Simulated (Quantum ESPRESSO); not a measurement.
**CoO in Quantum ESPRESSO: the effect of Hubbard term**

CoO:

```
CELL_PARAMETERS angstrom
0.00000 2.13150 2.13150
2.13150 0.00000 2.13150
2.13150 2.13150 0.00000
ATOMIC_POSITIONS crystal
Co 0.00000 0.00000 0.00000
O 0.50000 0.50000 0.50000
```

Alike in all runs:

* Program: Quantum ESPRESSO 7.5
* Task: Hubbard U by linear response
* Functional: LDA
* Potentials or basis: PseudoDojo 0.4.1 SR LDA standard
* Cutoff: 1306 eV
* Density cutoff: 5225 eV
* k mesh: 8 × 8 × 8
* Occupations: fermi-dirac, width 0.05 eV
* Spin: collinear spin, ferromagnetic start
* Starting moments: [2.0, 0.0] μB
* Start of the occupations: default
* Hubbard projectors: atomic
* Form of the LDA correlation: PW92
* Mixing beta: 0.3
* Most SCF iterations: 120
* SCF threshold: 4e-10 Ry

```tsv
Hubbard term	pressure (GPa)	moment (μB)
Co d U = 0.0001 eV	-20.0	2.87
Co d U = 2.0 eV	-18.0	2.86
Co d U = 4.0 eV	-16.8	2.63
Co d U = 6.0 eV	?	?
Co d U = 8.0 eV	-16.7	1.00
```

Q: What does the run with Hubbard term Co d U = 6.0 eV give?

A: Pressure -21.7 GPa; moment 1.00 μB.

Worked out: A parabola through the other rows of the pressure, of slope 0.0234 GPa per eV there, gives -16.4 GPa, against the run's -21.7. The fit is too stiff a form for this range. A parabola through the other rows of the moment, of slope -0.399 μB per eV there, gives 1.97 μB, against the run's 1.00. The fit is too stiff a form for this range.

Caveats: a cell with one magnetic atom can't hold antiferromagnetic order, which such compounds often take.
